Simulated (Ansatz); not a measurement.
# ZrSe2: the cost of one run

Program: Ansatz 0.2.0. Level of theory: DFT PBEsol+D3(BJ), scalar-relativistic, plane waves, PAW. These are calculated values, not measurements.

The COD entry's cell or inner coordinates are ideal or old and differ from later refinements, so a difference from it is no clean test against experiment.

18 further runs of the same task are left out: 18 set aside as unsound or not needed.

### Step 1. The structure to begin with

Symmetry: P-3m1, No. 164, trigonal system. The conventional cell has a = 3.662 Å, b = 3.662 Å, c = 5.838 Å, α = 90.00°, β = 90.00°, γ = 120.00°. Around Zr (site symmetry -3m) lie 6 Se at 2.66 Å. Se (site symmetry 3m) has 3 Zr at 2.66 Å as nearest neighbours.

Structure file:

```cif
data_structure
_symmetry_space_group_name_H-M 'P-3m1'
_symmetry_Int_Tables_number 164
_cell_length_a 3.6623
_cell_length_b 3.6623
_cell_length_c 5.8381
_cell_angle_alpha 90.000
_cell_angle_beta 90.000
_cell_angle_gamma 120.000
_cell_volume 67.81
loop_
_atom_site_label
_atom_site_type_symbol
_atom_site_symmetry_multiplicity
_atom_site_Wyckoff_symbol
_atom_site_fract_x
_atom_site_fract_y
_atom_site_fract_z
_atom_site_occupancy
Zr1 Zr 1 a 0.00000 0.00000 0.00000 1
Se1 Se 2 d 0.33333 0.66667 0.27516 1
```

This cell was relaxed beforehand with the same method: volume 22.60 Å³/atom, gap on the mesh none (metal).

### Step 2. What is varied

The energy is mapped over the lattice constants a and c of the conventional cell.

First coordinate, lattice constant a (and b): 7 values from 3.552 to 3.772 Å. Second coordinate, lattice constant c: 7 values from 5.313 to 6.364 Å.

Nothing else is relaxed (fractional coordinates fixed). Energies count from the relaxed crystal. Points are written as (first, second).

### Step 3. Point (3.589 Å, 5.313 Å)

Contents of input.yaml:

```yaml
crystal:
  lattice:
    - [3.589, 0.0, 0.0]
    - [-1.7945, 3.1081651742, 0.0]
    - [0.0, 0.0, 5.3127]
  atoms:
    - { symbol: Zr, position: [0.0, 0.0, 0.0] }
    - { symbol: Se, position: [0.3333333333, 0.6666666667, 0.2751637935] }
    - { symbol: Se, position: [0.6666666667, 0.3333333333, 0.7248362065] }
basis:
  ecutwfc: 420
kpoints:
  mp_grid: { grid: [12, 12, 8] }
hamiltonian:
  xc: pbesol
  pseudopotentials: { kind: paw, azcp: { folder: soft_1 } }
  dispersion: d3bj
scf:
  occupations: { method: gaussian, width: 0.15 }
output:
  forces: true
  stress: true
  eigenvalues: true
```

The run is started by

```console
> ansatz run input.yaml --threads 1 --pin off --max-ram 2048MiB --backend cpu --events-out ev --progress --plain --runs-dir out
```

What time and memory should one allow on 1 thread of Arm Neoverse V1, shared host?

About 13 s, with a peak of 0.43 GiB.
